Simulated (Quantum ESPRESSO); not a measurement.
# SnTe (Fm-3m) in Quantum ESPRESSO: notebook

One crystal, SnTe, is run at these levels: r2SCAN; tasks: single point, equation of state.

Everything below comes from runs of Quantum ESPRESSO 7.5. Logs are shortened: lines on timing, memory, paths and dates and some standing lists are left out, and cuts for length are marked.

**1. The crystal as given**

Symmetry: Fm-3m, No. 225, cubic system. The conventional cell has a = 6.302 Å, b = 6.302 Å, c = 6.302 Å, α = 90.00°, β = 90.00°, γ = 90.00°. Around Te (site symmetry m-3m) lie 6 Sn at 3.15 Å. Around Sn (site symmetry m-3m) lie 6 Te at 3.15 Å.

**2. Single point, r2SCAN, 29.40 Å³/atom**

File pw.in:

```
&CONTROL
  calculation = 'scf'
  prefix = 'pwscf'
  outdir = './tmp'
  pseudo_dir = './pseudo'
  tprnfor = .true.
  tstress = .true.
  disk_io = 'nowf'
/
&SYSTEM
  ibrav = 0
  nat = 2
  ntyp = 2
  ecutwfc = 70
  nbnd = 22
  input_dft = 'r2scan'
  occupations = 'smearing'
  smearing = 'fd'
  degauss = 0.00367493
  nosym = .true.
  nr1 = 48
  nr2 = 48
  nr3 = 48
/
&ELECTRONS
  conv_thr = 1d-08
  electron_maxstep = 120
  mixing_beta = 0.5
/
ATOMIC_SPECIES
Te   127.6000 Te_ONCV_PBE-1.2.upf
Sn   118.7100 Sn_ONCV_PBE-1.2.upf
CELL_PARAMETERS angstrom
   0.0000000000    3.0865288906    3.0865288906
   3.0865288906    0.0000000000    3.0865288906
   3.0865288906    3.0865288906    0.0000000000
ATOMIC_POSITIONS crystal
Te     0.5000000000    0.5000000000    0.5000000000
Sn     0.0000000000    0.0000000000    0.0000000000
K_POINTS automatic
5 5 5 0 0 0
```

Potentials or basis: SG15 PBE 1.2.

Launch:

```bash
OMP_NUM_THREADS=1 mpirun -n 2 pw.x -nk 2 -in pw.in > pw.out
```

pw.out:

```text
This program is part of the open-source Quantum ESPRESSO suite
     for quantum simulation of materials; please cite
         "P. Giannozzi et al., J. Phys.:Condens. Matter 21 395502 (2009);
         "P. Giannozzi et al., J. Phys.:Condens. Matter 29 465901 (2017);
         "P. Giannozzi et al., J. Chem. Phys. 152 154105 (2020);
     in publications or presentations arising from this work. More details at

     IMPORTANT: XC functional enforced from input :
     Exchange-correlation= R2SCAN
                           (   0   0   0   0   0 497 498)
     Any further DFT definition will be discarded
     Please, verify this is what you really want

     K-points division:     npool     =       2
     Subspace diagonalization in iterative solution of the eigenvalue problem:
     a serial algorithm will be used

     G-vector sticks info
     --------------------
     sticks:   dense  smooth     PW     G-vecs:    dense   smooth      PW
     Sum        1303    1303    379                31283    31283    5029

     Using Slab Decomposition

     bravais-lattice index     =            0
     lattice parameter (alat)  =       8.2487  a.u.
     unit-cell volume          =     396.8603 (a.u.)^3
     number of atoms/cell      =            2
     number of atomic types    =            2
     number of electrons       =        30.00
     number of Kohn-Sham states=           22
     kinetic-energy cutoff     =      70.0000  Ry
     charge density cutoff     =     280.0000  Ry
     scf convergence threshold =      1.0E-08
     mixing beta               =       0.5000
     number of iterations used =            8  plain     mixing
     Exchange-correlation= R2SCAN
                           (   0   0   0   0   0 497 498)

     celldm(1)=   8.248675  celldm(2)=   0.000000  celldm(3)=   0.000000
     celldm(4)=   0.000000  celldm(5)=   0.000000  celldm(6)=   0.000000

     crystal axes: (cart. coord. in units of alat)
               a(1) = (   0.000000   0.707107   0.707107 )
               a(2) = (   0.707107   0.000000   0.707107 )
               a(3) = (   0.707107   0.707107   0.000000 )

     reciprocal axes: (cart. coord. in units 2 pi/alat)
               b(1) = ( -0.707107  0.707107  0.707107 )
               b(2) = (  0.707107 -0.707107  0.707107 )
               b(3) = (  0.707107  0.707107 -0.707107 )

     PseudoPot. # 1 for Te read from file:
     Te_ONCV_PBE-1.2.upf
     Pseudo is Norm-conserving, Zval = 16.0
     Generated using ONCVPSP code by D. R. Hamann
     Using radial grid of  602 points,  6 beta functions with:
                l(1) =   0
                l(2) =   0
                l(3) =   1
                l(4) =   1
                l(5) =   2
                l(6) =   2

     PseudoPot. # 2 for Sn read from file:
     Sn_ONCV_PBE-1.2.upf
     Pseudo is Norm-conserving, Zval = 14.0
     Generated using ONCVPSP code by D. R. Hamann
     Using radial grid of  602 points,  6 beta functions with:
                l(1) =   0
                l(2) =   0
                l(3) =   1
                l(4) =   1
                l(5) =   2
                l(6) =   2

     atomic species   valence    mass     pseudopotential
     Te               16.00   127.60000     Te( 1.00)
     Sn               14.00   118.71000     Sn( 1.00)

     No symmetry found

   Cartesian axes

     site n.     atom                  positions (alat units)
         1        Te     tau(   1) = (   0.7071068   0.7071068   0.7071068  )
         2        Sn     tau(   2) = (   0.0000000   0.0000000   0.0000000  )

     number of k points=    63  Fermi-Dirac smearing, width (Ry)=  0.0037
                       cart. coord. in units 2pi/alat
        k(    1) = (   0.0000000   0.0000000   0.0000000), wk =   0.0160000
        k(    2) = (   0.1414214   0.1414214  -0.1414214), wk =   0.0320000
        k(    3) = (   0.2828427   0.2828427  -0.2828427), wk =   0.0320000
        k(    4) = (   0.1414214  -0.1414214   0.1414214), wk =   0.0320000
        k(    5) = (   0.2828427  -0.0000000   0.0000000), wk =   0.0320000
        k(    6) = (   0.4242641   0.1414214  -0.1414214), wk =   0.0320000
[... 55 lines left out ...]
        k(   62) = (  -0.7071068   0.1414214   0.4242641), wk =   0.0320000
        k(   63) = (  -0.5656854   0.2828427   0.2828427), wk =   0.0320000

     Dense  grid:    31283 G-vectors     FFT dimensions: (  48,  48,  48)

     WARNING: libxc functional with ID  497 depends
      on external parameters: check the user_guide of
      QE if you need to modify them or to check their
      default values.

     WARNING: libxc functional with ID  498 depends
      on external parameters: check the user_guide of
      QE if you need to modify them or to check their
      default values.

     Initial potential from superposition of free atoms

     starting charge      29.8745, renormalised to      30.0000
     Starting wfcs are random

     Self-consistent Calculation

     iteration #  1     ecut=    70.00 Ry     beta= 0.50
     Davidson diagonalization with overlap
     ethr =  1.00E-02,  avg # of iterations =  9.1

     total energy              =    -293.68489073 Ry
     estimated scf accuracy    <      58.31411137 Ry

     iteration #  2     ecut=    70.00 Ry     beta= 0.50
     Davidson diagonalization with overlap
     ethr =  1.00E-02,  avg # of iterations =  1.0

     total energy              =    -293.88830674 Ry
     estimated scf accuracy    <      17.00272179 Ry

     iteration #  3     ecut=    70.00 Ry     beta= 0.50
     Davidson diagonalization with overlap
     ethr =  1.00E-02,  avg # of iterations =  1.0
[... 36 lines left out ...]
     total energy              =    -293.89812761 Ry
     estimated scf accuracy    <       0.00000003 Ry

     iteration #  9     ecut=    70.00 Ry     beta= 0.50
     Davidson diagonalization with overlap
     ethr =  8.95E-11,  avg # of iterations =  2.0

     total energy              =    -293.89812761 Ry
     estimated scf accuracy    <       0.00000001 Ry

     iteration # 10     ecut=    70.00 Ry     beta= 0.50
     Davidson diagonalization with overlap
     ethr =  4.82E-11,  avg # of iterations =  1.0

     End of self-consistent calculation

          k = 0.0000 0.0000 0.0000 (  3839 PWs)   bands (ev):

   -24.9734 -24.9734 -24.9612 -24.9612 -24.9612  -9.9963  -9.9963  -9.9837
    -9.9837  -9.9837  -2.1118   7.0175   9.3358   9.3358   9.3358  15.4969
    15.4969  15.4969  17.2153  17.2153  17.2153  19.3144

          k = 0.1414 0.1414-0.1414 (  3900 PWs)   bands (ev):

   -24.9732 -24.9732 -24.9610 -24.9608 -24.9608 -10.0001 -10.0001  -9.9831
    -9.9805  -9.9805  -1.7418   5.2257   9.4252   9.4252  10.5500  14.0299
    14.0299  14.1449  17.2725  18.0824  18.0824  21.9285

          k = 0.2828 0.2828-0.2828 (  3915 PWs)   bands (ev):

   -24.9729 -24.9729 -24.9606 -24.9601 -24.9601 -10.0069 -10.0069  -9.9822
    -9.9746  -9.9746  -0.8730   3.0978   9.6914   9.6914  11.5595  12.4620
    12.4620  12.5657  19.2605  20.4291  20.4291  22.8280
[... 349 lines left out ...]
          k =-0.7071 0.1414 0.4243 (  3919 PWs)   bands (ev):

   -24.9736 -24.9725 -24.9608 -24.9599 -24.9591 -10.0210  -9.9991  -9.9820
    -9.9754  -9.9691  -0.3354   3.6669   6.8834   7.0092  10.4389  13.1363
    16.2900  16.7541  17.8421  19.4378  22.5702  22.7289

          k =-0.5657 0.2828 0.2828 (  3938 PWs)   bands (ev):

   -24.9732 -24.9727 -24.9604 -24.9600 -24.9597 -10.0134 -10.0046  -9.9799
    -9.9755  -9.9727  -0.4770   3.0820   7.4672   9.0656  10.1292  13.3169
    13.6661  15.9116  18.8080  19.6520  20.3844  23.5232

     the Fermi energy is    11.9936 ev

!    total energy              =    -293.89812761 Ry
     estimated scf accuracy    <          5.0E-10 Ry
     smearing contrib. (-TS)   =      -0.00000207 Ry
     internal energy E=F+TS    =    -293.89812554 Ry

     The total energy is F=E-TS. E is the sum of the following terms:
     one-electron contribution =    -107.74682883 Ry
     hartree contribution      =      65.12288821 Ry
     xc contribution           =     -31.77373902 Ry
     ewald contribution        =    -219.50044589 Ry

     convergence has been achieved in  10 iterations

     Forces acting on atoms (cartesian axes, Ry/au):

     atom    1 type  1   force =    -0.00000105   -0.00000099   -0.00000017
     atom    2 type  2   force =     0.00000105    0.00000099    0.00000017

     Total force =     0.000002     Total SCF correction =     0.000004
     SCF correction compared to forces is large: reduce conv_thr to get better values

     Computing stress (Cartesian axis) and pressure

          total   stress  (Ry/bohr**3)                   (kbar)     P=       41.04
   0.00027895  -0.00000000   0.00000000           41.04       -0.00        0.00
  -0.00000000   0.00027895  -0.00000000           -0.00       41.03       -0.00
   0.00000000  -0.00000000   0.00027895            0.00       -0.00       41.04

=------------------------------------------------------------------------------=
   JOB DONE.
=------------------------------------------------------------------------------=
```

Run time: 3.6 min. Hardware: 2 MPI ranks of Intel Xeon Platinum 8375C at 2.90GHz (Ice Lake), shared host; peak memory 0.28 GiB.

Results:

```yaml
Free_energy: -3998.6877 eV
Pressure: 4.1 GPa
```

Caveat: the potentials were made for another functional, which shifts forces and pressure; this odd mesh misses L, where the gap lies, so gap, dielectric constants and Born charges aren't listed.

**3. Single point, r2SCAN, 30.03 Å³/atom**

Changes to pw.in since step 2:

```diff
@@ -33,5 +33,5 @@
 CELL_PARAMETERS angstrom
-   0.0000000000    3.0865288906    3.0865288906
-   3.0865288906    0.0000000000    3.0865288906
-   3.0865288906    3.0865288906    0.0000000000
+   0.0000000000    3.1082657258    3.1082657258
+   3.1082657258    0.0000000000    3.1082657258
+   3.1082657258    3.1082657258    0.0000000000
 ATOMIC_POSITIONS crystal
```

Potentials or basis: SG15 PBE 1.2.

Launch:

```bash
OMP_NUM_THREADS=1 mpirun -n 2 pw.x -nk 2 -in pw.in > pw.out
```

Wall time 4.3 min (2 MPI ranks of Intel Xeon Platinum 8375C at 2.90GHz (Ice Lake), shared host); peak memory 0.3 GiB.

The run converged. Its results:

* Free energy: -3998.7151 eV
* Pressure: 2.9 GPa

Caveat: the potentials were made for another functional, which shifts forces and pressure; this odd mesh misses L, where the gap lies, so gap, dielectric constants and Born charges aren't listed.

**4. Single point, r2SCAN, 30.66 Å³/atom**

Changes to pw.in since step 3:

```diff
@@ -33,5 +33,5 @@
 CELL_PARAMETERS angstrom
-   0.0000000000    3.1082657258    3.1082657258
-   3.1082657258    0.0000000000    3.1082657258
-   3.1082657258    3.1082657258    0.0000000000
+   0.0000000000    3.1297027185    3.1297027185
+   3.1297027185    0.0000000000    3.1297027185
+   3.1297027185    3.1297027185    0.0000000000
 ATOMIC_POSITIONS crystal
```

Launch:

```bash
OMP_NUM_THREADS=1 mpirun -n 2 pw.x -nk 2 -in pw.in > pw.out
```

Wall time 3.8 min (2 MPI ranks of Intel Xeon Platinum 8375C at 2.90GHz (Ice Lake), shared host); peak memory 0.28 GiB.

It converged, with:

* Free energy: -3998.7332 eV
* Pressure: 1.8 GPa

Caveat: the potentials were made for another functional, which shifts forces and pressure; this odd mesh misses L, where the gap lies, so gap, dielectric constants and Born charges aren't listed.

**5. Single point, r2SCAN, 31.28 Å³/atom**

Changes to pw.in since step 4:

```diff
@@ -33,5 +33,5 @@
 CELL_PARAMETERS angstrom
-   0.0000000000    3.1297027185    3.1297027185
-   3.1297027185    0.0000000000    3.1297027185
-   3.1297027185    3.1297027185    0.0000000000
+   0.0000000000    3.1508500000    3.1508500000
+   3.1508500000    0.0000000000    3.1508500000
+   3.1508500000    3.1508500000    0.0000000000
 ATOMIC_POSITIONS crystal
```

Launch:

```bash
OMP_NUM_THREADS=1 mpirun -n 2 pw.x -nk 2 -in pw.in > pw.out
```

Wall time 5.3 min (2 MPI ranks of Intel Xeon Platinum 8375C at 2.90GHz (Ice Lake), shared host); peak memory 0.28 GiB.

The run converged. Its results:

| Item | Value |
| --- | --- |
| Free energy | -3998.7432 eV |
| Pressure | 0.8 GPa |

Caveat: the potentials were made for another functional, which shifts forces and pressure; this odd mesh misses L, where the gap lies, so gap, dielectric constants and Born charges aren't listed.

**6. Single point, r2SCAN, 31.91 Å³/atom**

Changes to pw.in since step 5:

```diff
@@ -33,5 +33,5 @@
 CELL_PARAMETERS angstrom
-   0.0000000000    3.1508500000    3.1508500000
-   3.1508500000    0.0000000000    3.1508500000
-   3.1508500000    3.1508500000    0.0000000000
+   0.0000000000    3.1717171644    3.1717171644
+   3.1717171644    0.0000000000    3.1717171644
+   3.1717171644    3.1717171644    0.0000000000
 ATOMIC_POSITIONS crystal
```

Potentials or basis: SG15 PBE 1.2.

Launch:

```bash
OMP_NUM_THREADS=1 mpirun -n 2 pw.x -nk 2 -in pw.in > pw.out
```

Run time: 3.7 min. Hardware: 2 MPI ranks of Intel Xeon Platinum 8375C at 2.90GHz (Ice Lake), shared host; peak memory 0.28 GiB.

Results (log left out):

* Free energy: -3998.7457 eV
* Pressure: -0.1 GPa

Caveat: the potentials were made for another functional, which shifts forces and pressure; this odd mesh misses L, where the gap lies, so gap, dielectric constants and Born charges aren't listed.

**7. Single point, r2SCAN, 32.53 Å³/atom**

Changes to pw.in since step 6:

```diff
@@ -33,5 +33,5 @@
 CELL_PARAMETERS angstrom
-   0.0000000000    3.1717171644    3.1717171644
-   3.1717171644    0.0000000000    3.1717171644
-   3.1717171644    3.1717171644    0.0000000000
+   0.0000000000    3.1923133075    3.1923133075
+   3.1923133075    0.0000000000    3.1923133075
+   3.1923133075    3.1923133075    0.0000000000
 ATOMIC_POSITIONS crystal
```

Launch:

```bash
OMP_NUM_THREADS=1 mpirun -n 2 pw.x -nk 2 -in pw.in > pw.out
```

Run time: 4.4 min. Hardware: 2 MPI ranks of Intel Xeon Platinum 8375C at 2.90GHz (Ice Lake), shared host; peak memory 0.28 GiB.

It converged, with:

* Free energy: -3998.7414 eV
* Pressure: -1.0 GPa

Caveat: the potentials were made for another functional, which shifts forces and pressure; this odd mesh misses L, where the gap lies, so gap, dielectric constants and Born charges aren't listed.

**8. Single point, r2SCAN, 33.16 Å³/atom**

Changes to pw.in since step 7:

```diff
@@ -33,5 +33,5 @@
 CELL_PARAMETERS angstrom
-   0.0000000000    3.1923133075    3.1923133075
-   3.1923133075    0.0000000000    3.1923133075
-   3.1923133075    3.1923133075    0.0000000000
+   0.0000000000    3.2126470615    3.2126470615
+   3.2126470615    0.0000000000    3.2126470615
+   3.2126470615    3.2126470615    0.0000000000
 ATOMIC_POSITIONS crystal
```

Launch:

```bash
OMP_NUM_THREADS=1 mpirun -n 2 pw.x -nk 2 -in pw.in > pw.out
```

Wall time 4.2 min (2 MPI ranks of Intel Xeon Platinum 8375C at 2.90GHz (Ice Lake), shared host); peak memory 0.3 GiB.

It converged, with:

```yaml
Free_energy: -3998.7309 eV
Pressure: -1.7 GPa
```

Caveat: the potentials were made for another functional, which shifts forces and pressure; this odd mesh misses L, where the gap lies, so gap, dielectric constants and Born charges aren't listed.

**9. Equation of state, r2SCAN**

Potentials or basis: SG15 PBE 1.2.

No new run: the results of the series are fitted here.

Results:

| Property | Result |
| --- | --- |
| Equilibrium volume | 31.81 Å³/atom |
| Bulk modulus | 45 GPa |
| Pressure derivative of the bulk modulus | 4.0 |

Energy against volume, from the lowest point:
```
volume (Å³/atom)  energy (meV/atom)
          29.404              28.96
          30.030              15.30
          30.656               6.21
          31.281               1.24
          31.907               0.00
          32.532               2.14
          33.158               7.36
```

Caveat: the potentials were made for another functional, which shifts forces and pressure; this odd mesh misses L, where the gap lies, so gap, dielectric constants and Born charges aren't listed.
